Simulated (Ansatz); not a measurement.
## Sr: from a first guess to the relaxed diamond type

First guess:

```
CELL_PARAMETERS angstrom
0.00000 3.21951 3.21951
3.21951 0.00000 3.21951
3.21951 3.21951 0.00000
ATOMIC_POSITIONS crystal
Sr 0.00000 0.00000 0.00000
Sr 0.25000 0.25000 0.25000
```

These are results of DFT, PBE, PAW with Ansatz's default frozen-core files, scalar-relativistic in Ansatz 0.2.0, not measurements.

Cell and atoms relax within the symmetry of the start on a 11×11×11 k mesh with 0.08 eV Fermi–Dirac smearing.

The start is built from a prototype, known or not as a phase of this compound; the cutoff is 420 eV.

Question: What is the pressure of the first guess?

Answer: 8.47 GPa.

Question: What does it relax to?

Answer: a = 9.618 Å, b = 9.618 Å, c = 9.618 Å, α = 90.00°, β = 90.00°, γ = 90.00° (conventional cell), 111.22 Å³ per atom:
Space group Fd-3m:1 (No. 227). a = 9.618 Å, b = 9.618 Å, c = 9.618 Å, α = 90.00°, β = 90.00°, γ = 90.00°
| atom | site | symmetry | x | y | z |
| --- | --- | --- | --- | --- | --- |
| Sr | 8b | -43m | 0.0000 | 0.0000 | 0.5000 |

Question: How much energy does the relaxation release?

Answer: 985 meV/atom.
